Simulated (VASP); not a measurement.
# MoSe2 (P6_3/mmc) in VASP: further runs, part 3 of 3

VASP 6.6.1.

### Step 6. Relaxation of cell and atoms, PBE

This run uses another cell than the first one, of 23.29 Å³/atom, 1.157 times its volume.

Input file INCAR:

```
PREC     = Accurate       # precision mode
ENCUT    = 600            # plane-wave cutoff, eV
EDIFF    = 1E-7           # SCF threshold, eV
ISMEAR   = 0              # smearing method
SIGMA    = 0.03           # smearing width, eV
LREAL    = F              # projectors in reciprocal space
LASPH    = T              # aspherical terms in the spheres
NELM     = 80             # most SCF steps
ALGO     = Normal         # electronic algorithm
ISIF     = 3              # what is computed and relaxed
LWAVE    = F              # write WAVECAR
LCHARG   = F              # write CHGCAR
GGA      = PE             # functional
IBRION   = 2              # ionic algorithm
NSW      = 90             # ionic steps
EDIFFG   = -0.005         # ionic threshold
KPAR     = 2
```

Input file KPOINTS:

```
regular mesh
0
Gamma
  9 9 2
```

Input file POSCAR:

```
MoSe2                                   
1.0
    3.3229651448      0.0000000000      0.0000000000
   -1.6614825724      2.8777722313     -0.0000000000
    0.0000000000      0.0000000000     14.6111167037
  Mo              Se            
     2     4
Direct
     0.3333333332999970    0.6666666667000030    0.2500000000000000
     0.6666666667000030    0.3333333332999970    0.7500000000000000
     0.3333333332999970    0.6666666667000030    0.6356794066535549
     0.6666666667000030    0.3333333332999970    0.1356794066535550
     0.3333333332999970    0.6666666667000030    0.8643205933464451
     0.6666666667000030    0.3333333332999970    0.3643205933464450
```

Potentials or basis: VASP PAW PBE potentials, release 64 (Mo_sv, Se).

On the command line:

```bash
> cat potpaw_PBE.64/Mo_sv/POTCAR potpaw_PBE.64/Se/POTCAR > POTCAR
> mpirun -np 2 vasp_std > vasp.out
```

OUTCAR:

```text
PREC = Accurate
   ENCUT = 600
   EDIFF = 1E-7
   ISMEAR = 0
   LREAL = F
   LASPH = T
   NELM = 80
   ISIF = 3
   GGA = PE
   IBRION = 2
   NSW = 90
   EDIFFG = -0.005

 ion  position               nearest neighbor table
   1  0.333  0.667  0.250-   4 2.54   6 2.54   4 2.54   6 2.54   4 2.54   6 2.54
   2  0.667  0.333  0.750-   3 2.54   5 2.54   3 2.54   5 2.54   3 2.54   5 2.54
   3  0.333  0.667  0.636-   2 2.54   2 2.54   2 2.54
   4  0.667  0.333  0.136-   1 2.54   1 2.54   1 2.54
   5  0.333  0.667  0.864-   2 2.54   2 2.54   2 2.54
   6  0.667  0.333  0.364-   1 2.54   1 2.54   1 2.54

  LATTYP: Found a hexagonal cell.
 ALAT       =     3.3229651448
 C/A-ratio  =     4.3970117251

  Lattice vectors:

 A1 = (   3.3229651448,   0.0000000000,   0.0000000000)
 A2 = (  -1.6614825724,   2.8777722313,   0.0000000000)
 A3 = (   0.0000000000,   0.0000000000,  14.6111167037)

Analysis of symmetry for initial positions (statically):
=====================================================================
 Subroutine PRICEL returns:
 Original cell was already a primitive cell.

 Routine SETGRP: Setting up the symmetry group for a
 hexagonal supercell.

[... 181 lines left out ...]

  FORCE on cell =-STRESS in cart. coord.  units (eV):
  Direction    XX          YY          ZZ          XY          YZ          ZX
  --------------------------------------------------------------------------------------
  -------------------------------------------------------------------------------------
  Total       -0.0453816     -0.0453816      0.0120866     -0.0000000      0.0000000      0.0000000
  in kB       -0.5203853     -0.5203853      0.1385953     -0.0000000      0.0000000      0.0000000
  external PRESSURE =      -0.3007251 kB  Pullay stress =       0.0000000 kB
[... 101 lines left out ...]
  FREE ENERGIE OF THE ION-ELECTRON SYSTEM (eV)
  ---------------------------------------------------
  free  energy   TOTEN  =       -39.9822832705 eV

  energy  without entropy=      -39.9822832705  energy(sigma->0) =      -39.98228327

[... ionic steps 4 to 17 ...]

--------------------------------------- Ionic step       18  -------------------------------------------

 number of electron      51.9999999 magnetization

------------------------ aborting loop because EDIFF is reached ----------------------------------------
[... 75 lines left out ...]
--------------------------------------- Ionic step       20  -------------------------------------------

 number of electron      51.9999999 magnetization

 Free energy of the ion-electron system (eV)
  ---------------------------------------------------
  ext. energy  EPLUGINS =         0.00000000
  ---------------------------------------------------
  free energy    TOTEN  =       -39.98291118 eV

  energy without entropy =      -39.98291118  energy(sigma->0) =      -39.98291118

 E-fermi :   4.6849     XC(G=0):  -9.6110

 val. band max:        4.3959866179   @ k =   0.3333   0.3333   0.0000
 cond. band min:       5.8207787063   @ k =   0.3333   0.3333   0.0000
 fundamental gap:      1.4247920883
 Fermi energy:         4.6849251046

 k-point     1 :       0.0000    0.0000    0.0000
  band No.  band energies     occupation
      1     -56.4694      2.00000
      2     -56.4694      2.00000
      3     -30.6116      2.00000
      4     -30.6116      2.00000
      5     -30.4526      2.00000
      6     -30.4526      2.00000
[... 838 lines left out ...]
  FREE ENERGIE OF THE ION-ELECTRON SYSTEM (eV)
  ---------------------------------------------------
  free  energy   TOTEN  =       -39.9829111756 eV

  energy  without entropy=      -39.9829111756  energy(sigma->0) =      -39.98291118

 reached required accuracy - stopping structural energy minimisation
```

OSZICAR:

```text
N       E                     dE             d eps       ncg     rms          rms(c)
DAV:   1     0.478177524749E+03    0.47818E+03   -0.30681E+04  1688   0.172E+03
DAV:   2    -0.138385434983E+02   -0.49202E+03   -0.48213E+03  1859   0.391E+02
DAV:   3    -0.413383257047E+02   -0.27500E+02   -0.27130E+02  1873   0.791E+01
[... 186 lines left out ...]
DAV:   3    -0.399829180861E+02    0.45034E-04   -0.27938E-04  1715   0.700E-02    0.138E-02
DAV:   4    -0.399829124443E+02    0.56418E-05   -0.31723E-05  1557   0.317E-02    0.612E-03
DAV:   5    -0.399829119834E+02    0.46087E-06   -0.28418E-06  1920   0.772E-03    0.583E-03
DAV:   6    -0.399829112339E+02    0.74958E-06   -0.90522E-07  1667   0.448E-03    0.846E-04
DAV:   7    -0.399829111756E+02    0.58243E-07   -0.11281E-07   835   0.205E-03
  20 F= -.39982911E+02 E0= -.39982911E+02  d E =-.555504E-05
```

Run time: 5.7 min. Hardware: 2 MPI ranks of Intel Xeon 6975P-C (Granite Rapids), shared host; peak memory 0.37 GiB.

Results:

```
Free energy                            : -39.9829 eV
Relaxed volume                         : 23.68 Å³/atom
Relaxed cell                           : a = 3.322 Å, b = 3.322 Å, c = 14.871 Å, α = 90.00°, β = 90.00°, γ = 120.00°
Space group after relaxing (to 0.05 Å) : P6_3/mmc (No. 194)
Energy gained by relaxing              : 0.1 meV/atom
Ionic steps                            : 20
Pressure after relaxing                : 0.0 GPa
Band gap on the k mesh                 : 1.42 eV, direct
```

Forces on the atoms (eV/Å):
```
Mo   0.000  0.000  0.000
Mo   0.000  0.000  0.000
Se   0.000  0.000  0.003
Se   0.000  0.000  0.003
Se   0.000  0.000 -0.003
Se   0.000  0.000 -0.003
```

Step by step:
```csv
step,energy change (eV),largest force (eV/Å),pressure (GPa),volume (Å³)
1,0.0000,0.0071,-0.03,139.72
2,0.0000,0.0024,0.06,139.63
3,0.0000,0.0006,0.03,139.66
4,0.0000,0.0064,0.02,139.69
5,0.0000,0.0097,0.02,139.70
6,-0.0001,0.0103,0.01,139.76
7,-0.0001,0.0118,-0.02,139.92
8,-0.0002,0.0149,-0.07,140.26
9,-0.0003,0.0209,-0.16,140.93
10,-0.0003,0.0206,-0.16,140.94
11,-0.0003,0.0195,-0.16,140.96
12,-0.0003,0.0175,-0.15,141.02
13,-0.0003,0.0133,-0.13,141.12
14,-0.0004,0.0047,-0.10,141.34
15,-0.0005,0.0128,-0.03,141.76
16,-0.0005,0.0117,-0.02,141.79
17,-0.0006,0.0082,0.00,141.89
18,-0.0006,0.0016,0.05,142.08
19,-0.0006,0.0032,0.04,142.04
20,-0.0006,0.0029,0.01,142.10
```

Final structure:
```
CELL_PARAMETERS angstrom
3.32164 0.00000 0.00000
-1.66082 2.87663 0.00000
0.00000 0.00000 14.87121
ATOMIC_POSITIONS crystal
Mo 0.33333 0.66667 0.25000
Mo 0.66667 0.33333 0.75000
Se 0.33333 0.66667 0.63766
Se 0.66667 0.33333 0.13766
Se 0.33333 0.66667 0.86234
Se 0.66667 0.33333 0.36234
```

Caveat: an odd mesh through Γ misses points on the zone boundary, where band edges often lie; this functional lacks dispersion, which binds the layers, so the pressure and a relaxed spacing across them are unreliable. PBE usually gives volumes a little too large and moduli too small.

### Step 7. Summary

```tsv
task	level	potentials or basis	cell	gap on the mesh (eV)	pressure (GPa)
relaxation of shape and atoms at fixed volume	LDA	VASP PAW LDA potentials, release 64 (Mo_sv, Se)	atoms relaxed at fixed volume from: a relaxed cell with its volume scaled by 1.06	1.06	-1.5
relaxation of cell and atoms	PBE+D3(BJ)	VASP PAW PBE potentials, release 64 (Mo_sv, Se)	relaxed	0.84	0.0
relaxation of cell and atoms	PBE	VASP PAW PBE potentials, release 64 (Mo_sv, Se)	relaxed	1.42	0.0
```

Alike in all rows: no spin polarisation; k mesh 9 × 9 × 2; cutoff (eV) 600; smearing gaussian 0.03 eV.

Caveats: an odd mesh through Γ misses points on the zone boundary, where band edges often lie; the relaxation stopped at its first step, so nothing moved (some runs); this functional lacks dispersion, which binds the layers, so the pressure and a relaxed spacing across them are unreliable (some runs).

Absolute energies hang on the potentials; compare differences alone.
